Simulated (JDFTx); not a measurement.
GaSb under changes of volume

One of the cells (28.625 Å³/atom); the others are scaled copies at fixed shape and fractional positions:

```xyz
2
Lattice="0.0000 3.0590 3.0590 3.0590 0.0000 3.0590 3.0590 3.0590 0.0000" Properties=species:S:1:pos:R:3 pbc="T T T"
Sb    4.5885    4.5885    4.5885
Ga    0.0000    0.0000    0.0000
```

* Program: JDFTx 1.7.0 (patched build)
* Functional: LDA
* Potentials or basis: PseudoDojo-SR-LDA-0.4.1-standard with smoothed tails
* Cutoff: 1143 eV
* Density cutoff: 9143 eV
* k mesh: 8 × 8 × 8
* Occupations: fermi-dirac, width 0.05 eV
* Spin: no spin polarisation

```csv
volume (Å³/atom),energy over the lowest point (meV/atom),pressure (GPa)
26.907,3.30,1.6
27.480,0.00,0.3
28.052,0.85,-0.8
28.625,?,?
29.197,13.33,-2.7
29.770,24.26,-3.5
30.342,37.87,-4.1
```

Task: What does the run at 28.625 Å³/atom give?

Result: Energy over the lowest point 5.40 meV/atom; pressure -1.8 GPa.

Worked out: A Birch-Murnaghan fit of order 3 (a polynomial in V^(-2/3)) to the other rows has its minimum at 27.64 Å³/atom with B0 = V·E''(V) = 54 GPa and B' = 4.2. It gives 5.42 meV/atom at 28.625 Å³/atom, against the run's 5.40, and -dE/dV = -1.8 GPa, against -1.8.

Energies are extrapolated to zero smearing.
